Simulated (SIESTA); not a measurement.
Runs of SIESTA 5.4.2 on MgB2. The structure is hexagonal, space group P6/mmm (No. 191). The conventional cell has a = 3.085 Å, b = 3.085 Å, c = 3.523 Å, α = 90.00°, β = 90.00°, γ = 120.00°. Mg (site symmetry 6/mmm) has 12 B at 2.51 Å as nearest neighbours. B (site symmetry -6m2) is surrounded by 3 B at 1.78 Å. 

```tsv
level	potentials or basis	gap on the mesh (eV)	pressure (GPa)
LDA	PseudoDojo 0.4 standard (LDA files), DZP (energy shift 0.003 Ry; two zetas on semicore shells)	none	-2.1
revPBE	PseudoDojo 0.4 standard (PBE files), DZP (energy shift 0.003 Ry; two zetas on semicore shells)	none	5.6
WC	PseudoDojo 0.4 standard (PBEsol files), DZP (energy shift 0.003 Ry; two zetas on semicore shells)	none	(a)
RPBE	PseudoDojo 0.4 standard (PBE files), DZP (energy shift 0.003 Ry; two zetas on semicore shells)	none	5.9
AM05	PseudoDojo 0.4 standard (PBEsol files), DZP (energy shift 0.003 Ry; two zetas on semicore shells)	none	2.2
BLYP	PseudoDojo 0.4 standard (PBE files), DZP (energy shift 0.003 Ry; two zetas on semicore shells)	none	7.2
PBEsol	PseudoDojo 0.4 standard (PBEsol files), DZP (energy shift 0.003 Ry; two zetas on semicore shells)	none	(c)
PW91	PseudoDojo 0.4 standard (PBE files), DZP (energy shift 0.003 Ry; two zetas on semicore shells)	none	(b)
```

Alike in all rows: task single point; no spin polarisation; cell as given; k mesh 10 × 10 × 8; smearing fermi-dirac 0.05 eV; grid cutoff 800 Ry; energy shift 0.003 Ry.

Fill in the values left out.

(a) 2.8; (b) 4.2; (c) 2.4.

Caveats: the basis of atomic orbitals isn't converged, which shifts pressures, moduli and gaps; the potentials were made for another functional, which shifts forces and pressure (some runs).

A gap of «none» marks a metal or a gap under the smearing width.

Runs at the PBE level aren't shown here.
